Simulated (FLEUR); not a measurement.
# FeO (Wuestite) (Fm-3m) in FLEUR: notebook

One crystal, FeO (Wuestite), is run at these levels: SCAN; tasks: band structure, equation of state.

Program: FLEUR MaX-R8.1 (later development tree). These are calculated values, not measurements. Logs are shortened: lines on timing, memory, paths and dates and some standing lists are left out, and cuts for length are marked.

**Experimental background.**

From “W\"ustite: Electric, thermodynamic and optical properties of FeO”, 2012, arxiv:1203.1201, for a bulk crystal of FeO: band gap 2.4 eV (optical).

The results are compared with them further down.

**1. The structure**

Symmetry: Fm-3m, No. 225, cubic system. The conventional cell has a = 4.311 Å, b = 4.311 Å, c = 4.311 Å, α = 90.00°, β = 90.00°, γ = 90.00°. Fe (site symmetry m-3m) has 6 O at 2.16 Å as nearest neighbours. Around O (site symmetry m-3m) lie 6 Fe at 2.16 Å.

**2. Band structure, SCAN, collinear spin, ferromagnetic start**

Contents of inp.xml:

```xml
<?xml version="1.0" encoding="UTF-8" standalone="no"?>
<fleurInput fleurInputVersion="0.39">
   <comment>
      FeO                                                                                                 
   </comment>
   <calculationSetup>
      <cutoffs Kmax="4.58" Gmax="14.2" GmaxXC="14.2" numbands="0"/>
      <scfLoop itmax="60" minDistance="0.00001" maxIterBroyd="15" imix="Anderson" alpha="0.05" precondParam="0.0" spinf="2.0" sdNocoIR="T"/>
      <coreElectrons ctail="F" frcor="F" kcrel="0" coretail_lmax="0"/>
      <xcFunctional name="LibXC" relativisticCorrections="F">
         <LibXCName exchange="mgga_x_scan" correlation="mgga_c_scan"/>
         <AuxGGA exchange="117" correlation="130"/>
      </xcFunctional>
      <magnetism jspins="2"/>
      <soc l_soc="F" theta="0.0" phi="0.0" spav="F"/>
      <expertModes spex="0" secvar="F"/>
      <geometryOptimization l_f="F" forcealpha="1.0" forcemix="BFGS" epsdisp="0.00001" epsforce="0.00001"/>
      <ldaU l_linMix="F" mixParam="0.05" spinf="1.0"/>
   </calculationSetup>
   <cell>
      <bzIntegration valenceElectrons="22.0" mode="hist" fermiSmearingEnergy="0.00183747">
         <kPointListSelection listName="default-1"/>
         <!-- k-points included here -->
         <xi:include xmlns:xi="http://www.w3.org/2001/XInclude" href="kpts.xml"> </xi:include>
[... 34 lines left out ...]
            <stateOccupation state="(2p1/2)" spinUp="0.666667" spinDown="0.666667"/>
            <stateOccupation state="(2p3/2)" spinUp="1.333333" spinDown="1.333333"/>
         </electronConfig>
         <energyParameters s="2" p="2" d="3" f="4"/>
         <lo type="SCLO" l="0" n="2" eDeriv="2"/>
         <lo type="SCLO" l="1" n="2" eDeriv="2"/>
         <lo type="SCLO" l="2" n="3" eDeriv="2"/>
      </species>
   </atomSpecies>
   <atomGroups>
      <atomGroup species="Iron (Fe) 3.000">
         <relPos label="                   1">.0000000000 .0000000000 .0000000000</relPos>
         <force calculate="T" relaxXYZ="TTT"/>
      </atomGroup>
      <atomGroup species="Oxygen (O)">
         <relPos label="                   2">1.000/2.000 1.000/2.000 1.000/2.000</relPos>
         <force calculate="T" relaxXYZ="TTT"/>
      </atomGroup>
   </atomGroups>
   <output dos="F" band="F" slice="F">
      <checks vchk="F" cdinf="F"/>
      <bandDOS minEnergy="-.5*Htr" maxEnergy="0.5*Htr" sigma="0.015" storeEVData="T"/>
      <vacuumDOS vacdos="F" integ="F" star="F" nstars="0" locx1="0.0" locy1="0.0" locx2="0.0" locy2="0.0" nstm="0" tworkf="0.0"/>
      <unfoldingBand unfoldBand="F" supercellX="1" supercellY="1" supercellZ="1"/>
      <plotting iplot="0" polar="F">
         <plot TwoD="T" vec1="  1.0  0.0  0.0" vec2="  0.0  1.0  0.0" vec3="  0.0  0.0  1.0" zero="  0.0  0.0  0.0" file="plot"/>
      </plotting>
      <chargeDensitySlicing numkpt="0" minEigenval="0.0" maxEigenval="0.0" nnne="0" pallst="F"/>
      <specialOutput eonly="F"/>
      <moessbauerParams electricFieldGradient="T" isomerShift="T" coreHyperfine="T" valenceHyperfine="T"/>
      <magneticCircularDichroism mcd="F" energyLo="-10.0" energyUp="0.0"/>
   </output>
  <!-- We include the file relax.xml here to enable relaxations (see documentation) -->
  <xi:include xmlns:xi="http://www.w3.org/2001/XInclude" href="relax.xml"> <xi:fallback/> </xi:include>
</fleurInput>
```

Contents of crystal.txt:

```
FeO
&input cartesian=F /
0.0000000000  2.1554000000  2.1554000000
2.1554000000  0.0000000000  2.1554000000
2.1554000000  2.1554000000  0.0000000000
1.8897261246
1.0 1.0 1.0

2
26 0.0000000000  0.0000000000  0.0000000000 : 3.000
8 0.5000000000  0.5000000000  0.5000000000

&kpt div1=11 div2=11 div3=11 gamma=T /
```

Contents of inp.xml (bands):

```
<?xml version="1.0" encoding="UTF-8" standalone="no"?>
<fleurInput fleurInputVersion="0.39">
   <comment>
      FeO                                                                                                 
   </comment>
   <calculationSetup>
      <cutoffs Kmax="4.58" Gmax="14.2" GmaxXC="14.2" numbands="0"/>
      <scfLoop itmax="60" minDistance="0.00001" maxIterBroyd="15" imix="Anderson" alpha="0.05" precondParam="0.0" spinf="2.0" sdNocoIR="T"/>
      <coreElectrons ctail="F" frcor="F" kcrel="0" coretail_lmax="0"/>
      <xcFunctional name="LibXC" relativisticCorrections="F">
         <LibXCName exchange="mgga_x_scan" correlation="mgga_c_scan"/>
         <AuxGGA exchange="117" correlation="130"/>
      </xcFunctional>
      <magnetism jspins="2"/>
      <soc l_soc="F" theta="0.0" phi="0.0" spav="F"/>
      <expertModes spex="0" secvar="F"/>
      <geometryOptimization l_f="F" forcealpha="1.0" forcemix="BFGS" epsdisp="0.00001" epsforce="0.00001"/>
      <ldaU l_linMix="F" mixParam="0.05" spinf="1.0"/>
   </calculationSetup>
   <cell>
      <bzIntegration valenceElectrons="22.0" mode="hist" fermiSmearingEnergy="0.00183747">
         <kPointListSelection listName="path-1"/>
         <!-- k-points included here -->
         <xi:include xmlns:xi="http://www.w3.org/2001/XInclude" href="kpts.xml"> </xi:include>
[... 33 lines left out ...]
            <valenceConfig>(2s1/2) (2p1/2) (2p3/2)</valenceConfig>
            <stateOccupation state="(2p1/2)" spinUp="0.666667" spinDown="0.666667"/>
            <stateOccupation state="(2p3/2)" spinUp="1.333333" spinDown="1.333333"/>
         </electronConfig>
         <energyParameters s="2" p="2" d="3" f="4"/>
         <lo type="SCLO" l="0" n="2" eDeriv="2"/>
         <lo type="SCLO" l="1" n="2" eDeriv="2"/>
         <lo type="SCLO" l="2" n="3" eDeriv="2"/>
      </species>
   </atomSpecies>
   <atomGroups>
      <atomGroup species="Iron (Fe) 3.000">
         <relPos label="                   1">.0000000000 .0000000000 .0000000000</relPos>
         <force calculate="T" relaxXYZ="TTT"/>
      </atomGroup>
      <atomGroup species="Oxygen (O)">
         <relPos label="                   2">1.000/2.000 1.000/2.000 1.000/2.000</relPos>
         <force calculate="T" relaxXYZ="TTT"/>
      </atomGroup>
   </atomGroups>
   <output dos="F" band="T" slice="F">
      <checks vchk="F" cdinf="F"/>
      <bandDOS minEnergy="-.5*Htr" maxEnergy="0.5*Htr" sigma="0.015" storeEVData="T"/>
      <vacuumDOS vacdos="F" integ="F" star="F" nstars="0" locx1="0.0" locy1="0.0" locx2="0.0" locy2="0.0" nstm="0" tworkf="0.0"/>
      <unfoldingBand unfoldBand="F" supercellX="1" supercellY="1" supercellZ="1"/>
      <plotting iplot="0" polar="F">
         <plot TwoD="T" vec1="  1.0  0.0  0.0" vec2="  0.0  1.0  0.0" vec3="  0.0  0.0  1.0" zero="  0.0  0.0  0.0" file="plot"/>
      </plotting>
      <chargeDensitySlicing numkpt="0" minEigenval="0.0" maxEigenval="0.0" nnne="0" pallst="F"/>
      <specialOutput eonly="F"/>
      <moessbauerParams electricFieldGradient="T" isomerShift="T" coreHyperfine="T" valenceHyperfine="T"/>
      <magneticCircularDichroism mcd="F" energyLo="-10.0" energyUp="0.0"/>
   </output>
  <!-- We include the file relax.xml here to enable relaxations (see documentation) -->
  <xi:include xmlns:xi="http://www.w3.org/2001/XInclude" href="relax.xml"> <xi:fallback/> </xi:include>
</fleurInput>
```

Potentials or basis: all-electron, FLAPW.

The run is started by

```
inpgen -f crystal.txt -profile fastHighL
# inp.xml edited to the form shown
fleur_MPI
fleur_MPI   # second run, on inp.xml (bands)
```

Output:

```text
Welcome to FLEUR        (www.flapw.de)
      MaX-Release 8.1          (www.max-centre.eu)
 func_ids         267         263         267         263
 MetaGGA potential functional detected - V_tau will be computed
 Auxiliary Potential for radial basis: exchange=         117  correlation=         130
The functional 'SCAN exchange of Sun, Ruzsinszky, and Perdew' is an exchange functional, it belongs to the 'MGGA' family and is defined in the reference(s):
[1] J. Sun, A. Ruzsinszky, and J. P. Perdew.,  Phys. Rev. Lett. 115, 036402 (2015)
The functional 'SCAN correlation of Sun, Ruzsinszky, and Perdew' is a correlation functional, it belongs to the 'MGGA' family and is defined in the reference(s):
[1] J. Sun, A. Ruzsinszky, and J. P. Perdew.,  Phys. Rev. Lett. 115, 036402 (2015)
 Using same functional for VXC and EXC

 ========== k-point set info ==========
 Selected k-point list: default-1
 k-point list type: mesh
 11 x 11 x 11
 Number of k points: 56

 ------------Calculation Setup---------------------------
 Number of MPI-tasks      :            1
 Number of PE/node        :            1
 Number of OMP-threads    :            1
 Most efficient MPI parallelization for:
           1           2           4           7           8          14          28          56
 Additional eigenvalue parallelization possible
 Number of basis functions:          299
 Approximate size of matrices (H+S) per k-point:         0.001 GB
 --------------------------------------------------------
The functional 'Hammer, Hansen, and Norskov' is an exchange functional, it belongs to the 'GGA' family and is defined in the reference(s):
[1] B. Hammer, L. B. Hansen, and J. K. Nørskov.,  Phys. Rev. B 59, 7413 (1999)
The functional 'Perdew, Burke & Ernzerhof' is a correlation functional, it belongs to the 'GGA' family and is defined in the reference(s):
[1] J. P. Perdew, K. Burke, and M. Ernzerhof.,  Phys. Rev. Lett. 77, 3865 (1996)
[2] J. P. Perdew, K. Burke, and M. Ernzerhof.,  Phys. Rev. Lett. 78, 1396 (1997)
 Using same functional for VXC and EXC
 Using auxiliary GGA potential for the first iteration of MetaGGA calculation.
 Reset of history
 Reset of history
 Iteration:     1   Distance:      31.66210848 me/bohr^3
The functional 'Hammer, Hansen, and Norskov' is an exchange functional, it belongs to the 'GGA' family and is defined in the reference(s):
[1] B. Hammer, L. B. Hansen, and J. K. Nørskov.,  Phys. Rev. B 59, 7413 (1999)
The functional 'Perdew, Burke & Ernzerhof' is a correlation functional, it belongs to the 'GGA' family and is defined in the reference(s):
[1] J. P. Perdew, K. Burke, and M. Ernzerhof.,  Phys. Rev. Lett. 77, 3865 (1996)
[2] J. P. Perdew, K. Burke, and M. Ernzerhof.,  Phys. Rev. Lett. 78, 1396 (1997)
 Using same functional for VXC and EXC
 Iteration:     2   Distance:      28.33668776 me/bohr^3
The functional 'Hammer, Hansen, and Norskov' is an exchange functional, it belongs to the 'GGA' family and is defined in the reference(s):
[1] B. Hammer, L. B. Hansen, and J. K. Nørskov.,  Phys. Rev. B 59, 7413 (1999)
The functional 'Perdew, Burke & Ernzerhof' is a correlation functional, it belongs to the 'GGA' family and is defined in the reference(s):
[1] J. P. Perdew, K. Burke, and M. Ernzerhof.,  Phys. Rev. Lett. 77, 3865 (1996)
[2] J. P. Perdew, K. Burke, and M. Ernzerhof.,  Phys. Rev. Lett. 78, 1396 (1997)
 Using same functional for VXC and EXC
 Iteration:     3   Distance:      26.63047147 me/bohr^3
The functional 'Hammer, Hansen, and Norskov' is an exchange functional, it belongs to the 'GGA' family and is defined in the reference(s):
[1] B. Hammer, L. B. Hansen, and J. K. Nørskov.,  Phys. Rev. B 59, 7413 (1999)
The functional 'Perdew, Burke & Ernzerhof' is a correlation functional, it belongs to the 'GGA' family and is defined in the reference(s):
[1] J. P. Perdew, K. Burke, and M. Ernzerhof.,  Phys. Rev. Lett. 77, 3865 (1996)
[2] J. P. Perdew, K. Burke, and M. Ernzerhof.,  Phys. Rev. Lett. 78, 1396 (1997)
 Using same functional for VXC and EXC
 Iteration:     4   Distance:      15.31856630 me/bohr^3
The functional 'Hammer, Hansen, and Norskov' is an exchange functional, it belongs to the 'GGA' family and is defined in the reference(s):
[1] B. Hammer, L. B. Hansen, and J. K. Nørskov.,  Phys. Rev. B 59, 7413 (1999)
The functional 'Perdew, Burke & Ernzerhof' is a correlation functional, it belongs to the 'GGA' family and is defined in the reference(s):
[1] J. P. Perdew, K. Burke, and M. Ernzerhof.,  Phys. Rev. Lett. 77, 3865 (1996)
[2] J. P. Perdew, K. Burke, and M. Ernzerhof.,  Phys. Rev. Lett. 78, 1396 (1997)
 Using same functional for VXC and EXC
 Iteration:     5   Distance:      12.32876379 me/bohr^3
The functional 'Hammer, Hansen, and Norskov' is an exchange functional, it belongs to the 'GGA' family and is defined in the reference(s):
[1] B. Hammer, L. B. Hansen, and J. K. Nørskov.,  Phys. Rev. B 59, 7413 (1999)
The functional 'Perdew, Burke & Ernzerhof' is a correlation functional, it belongs to the 'GGA' family and is defined in the reference(s):
[1] J. P. Perdew, K. Burke, and M. Ernzerhof.,  Phys. Rev. Lett. 77, 3865 (1996)
[2] J. P. Perdew, K. Burke, and M. Ernzerhof.,  Phys. Rev. Lett. 78, 1396 (1997)
 Using same functional for VXC and EXC
 Iteration:     6   Distance:       5.96335161 me/bohr^3
The functional 'Hammer, Hansen, and Norskov' is an exchange functional, it belongs to the 'GGA' family and is defined in the reference(s):
[1] B. Hammer, L. B. Hansen, and J. K. Nørskov.,  Phys. Rev. B 59, 7413 (1999)
The functional 'Perdew, Burke & Ernzerhof' is a correlation functional, it belongs to the 'GGA' family and is defined in the reference(s):
[1] J. P. Perdew, K. Burke, and M. Ernzerhof.,  Phys. Rev. Lett. 77, 3865 (1996)
[2] J. P. Perdew, K. Burke, and M. Ernzerhof.,  Phys. Rev. Lett. 78, 1396 (1997)
 Using same functional for VXC and EXC
[... 82 lines left out ...]
[2] J. P. Perdew, K. Burke, and M. Ernzerhof.,  Phys. Rev. Lett. 78, 1396 (1997)
 Using same functional for VXC and EXC
 Iteration:    19   Distance:       0.00027027 me/bohr^3
The functional 'Hammer, Hansen, and Norskov' is an exchange functional, it belongs to the 'GGA' family and is defined in the reference(s):
[1] B. Hammer, L. B. Hansen, and J. K. Nørskov.,  Phys. Rev. B 59, 7413 (1999)
The functional 'Perdew, Burke & Ernzerhof' is a correlation functional, it belongs to the 'GGA' family and is defined in the reference(s):
[1] J. P. Perdew, K. Burke, and M. Ernzerhof.,  Phys. Rev. Lett. 77, 3865 (1996)
[2] J. P. Perdew, K. Burke, and M. Ernzerhof.,  Phys. Rev. Lett. 78, 1396 (1997)
 Using same functional for VXC and EXC
 Iteration:    20   Distance:       0.00012306 me/bohr^3
The functional 'Hammer, Hansen, and Norskov' is an exchange functional, it belongs to the 'GGA' family and is defined in the reference(s):
[1] B. Hammer, L. B. Hansen, and J. K. Nørskov.,  Phys. Rev. B 59, 7413 (1999)
The functional 'Perdew, Burke & Ernzerhof' is a correlation functional, it belongs to the 'GGA' family and is defined in the reference(s):
[1] J. P. Perdew, K. Burke, and M. Ernzerhof.,  Phys. Rev. Lett. 77, 3865 (1996)
[2] J. P. Perdew, K. Burke, and M. Ernzerhof.,  Phys. Rev. Lett. 78, 1396 (1997)
 Using same functional for VXC and EXC
 Iteration:    21   Distance:       0.00006474 me/bohr^3
The functional 'Hammer, Hansen, and Norskov' is an exchange functional, it belongs to the 'GGA' family and is defined in the reference(s):
[1] B. Hammer, L. B. Hansen, and J. K. Nørskov.,  Phys. Rev. B 59, 7413 (1999)
The functional 'Perdew, Burke & Ernzerhof' is a correlation functional, it belongs to the 'GGA' family and is defined in the reference(s):
[1] J. P. Perdew, K. Burke, and M. Ernzerhof.,  Phys. Rev. Lett. 77, 3865 (1996)
[2] J. P. Perdew, K. Burke, and M. Ernzerhof.,  Phys. Rev. Lett. 78, 1396 (1997)
 Using same functional for VXC and EXC
 Iteration:    22   Distance:       0.00002438 me/bohr^3
The functional 'Hammer, Hansen, and Norskov' is an exchange functional, it belongs to the 'GGA' family and is defined in the reference(s):
[1] B. Hammer, L. B. Hansen, and J. K. Nørskov.,  Phys. Rev. B 59, 7413 (1999)
The functional 'Perdew, Burke & Ernzerhof' is a correlation functional, it belongs to the 'GGA' family and is defined in the reference(s):
[1] J. P. Perdew, K. Burke, and M. Ernzerhof.,  Phys. Rev. Lett. 77, 3865 (1996)
[2] J. P. Perdew, K. Burke, and M. Ernzerhof.,  Phys. Rev. Lett. 78, 1396 (1997)
 Using same functional for VXC and EXC
 Iteration:    23   Distance:       0.00000273 me/bohr^3

 ********************************************************************
 Run finished successfully
 Stop message:
   all done
 ********************************************************************
```

Wall time 73 s (1 thread of Arm Neoverse V2, shared host); peak memory 0.1 GiB.

Results:

```
Free energy                                           : -36692.2529 eV
Band gap along the path                               : none (metal or under the smearing width)
Net moment                                            : 4.00 μB per cell
Site moments                                          : Fe +3.67; O +0.30 μB
Valence electrons inside the program's atomic spheres : Fe 14.17; O 5.28 (radii Fe 2.14, O 1.63 bohr)
```

Levels at the corners of the path, in eV from the Fermi level:
Spin up:
| point | band 10 | band 11 | band 12 | band 13 | band 14 | band 15 | band 16 | band 17 |
| --- | --- | --- | --- | --- | --- | --- | --- | --- |
| Γ | -4.85 | -4.77 | -4.77 | -4.77 | -0.24 | 15.36 | 16.93 | 16.93 |
| X | -4.49 | -4.02 | -3.91 | -3.91 | 5.07 | 8.72 | 10.53 | 14.83 |
| W | -4.08 | -4.08 | -3.91 | -2.81 | 7.27 | 8.89 | 8.89 | 11.77 |
| K | -4.04 | -3.74 | -3.62 | -2.80 | 6.61 | 8.59 | 8.69 | 14.20 |
| Γ | -4.85 | -4.77 | -4.77 | -4.77 | -0.24 | 15.36 | 16.93 | 16.93 |
| L | -4.18 | -3.55 | -1.39 | -1.39 | 3.90 | 8.35 | 12.51 | 12.51 |
| U | -4.04 | -3.74 | -3.62 | -2.80 | 6.61 | 8.59 | 8.69 | 14.20 |
| W | -4.08 | -4.08 | -3.91 | -2.81 | 7.27 | 8.89 | 8.89 | 11.77 |
| L | -4.18 | -3.55 | -1.39 | -1.39 | 3.90 | 8.35 | 12.51 | 12.51 |
| K | -4.04 | -3.74 | -3.62 | -2.80 | 6.61 | 8.59 | 8.69 | 14.20 |
| U | -4.04 | -3.74 | -3.62 | -2.80 | 6.61 | 8.59 | 8.69 | 14.20 |
| X | -4.49 | -4.02 | -3.91 | -3.91 | 5.07 | 8.72 | 10.53 | 14.83 |
Spin down:
| point | band 6 | band 7 | band 8 | band 9 | band 10 | band 11 | band 12 | band 13 |
| --- | --- | --- | --- | --- | --- | --- | --- | --- |
| Γ | -3.87 | -3.87 | -3.87 | -0.78 | -0.78 | -0.78 | 0.63 | 0.63 |
| X | -7.64 | -5.10 | -5.10 | -2.26 | 0.80 | 0.80 | 1.23 | 1.62 |
| W | -6.80 | -6.80 | -6.15 | -0.07 | -0.07 | 0.80 | 1.54 | 2.29 |
| K | -7.23 | -6.79 | -5.45 | -0.87 | 0.61 | 0.70 | 1.77 | 2.23 |
| Γ | -3.87 | -3.87 | -3.87 | -0.78 | -0.78 | -0.78 | 0.63 | 0.63 |
| L | -8.74 | -5.69 | -5.69 | 0.45 | 0.45 | 0.62 | 3.25 | 3.25 |
| U | -7.23 | -6.79 | -5.45 | -0.87 | 0.61 | 0.70 | 1.77 | 2.23 |
| W | -6.80 | -6.80 | -6.15 | -0.07 | -0.07 | 0.80 | 1.54 | 2.29 |
| L | -8.74 | -5.69 | -5.69 | 0.45 | 0.45 | 0.62 | 3.25 | 3.25 |
| K | -7.23 | -6.79 | -5.45 | -0.87 | 0.61 | 0.70 | 1.77 | 2.23 |
| U | -7.23 | -6.79 | -5.45 | -0.87 | 0.61 | 0.70 | 1.77 | 2.23 |
| X | -7.64 | -5.10 | -5.10 | -2.26 | 0.80 | 0.80 | 1.23 | 1.62 |

Core levels (eV from the Fermi level):
| atom | levels |
| --- | --- |
| 1 Fe | 1s1/2 -6992.4, 2s1/2 -814.4, 2p1/2 -701.0, 2p3/2 -688.5 |
| 2 O | 1s1/2 -507.6 |

Caveat: the meta-GGA is that of a development version, with a GGA for the radial functions and cores and without core tails; a cell with one magnetic atom can't hold antiferromagnetic order, which such compounds often take; semilocal functionals often make such compounds metallic where correlation or magnetic order opens a gap, which also shifts bond lengths.

[end of part 1 of 2]
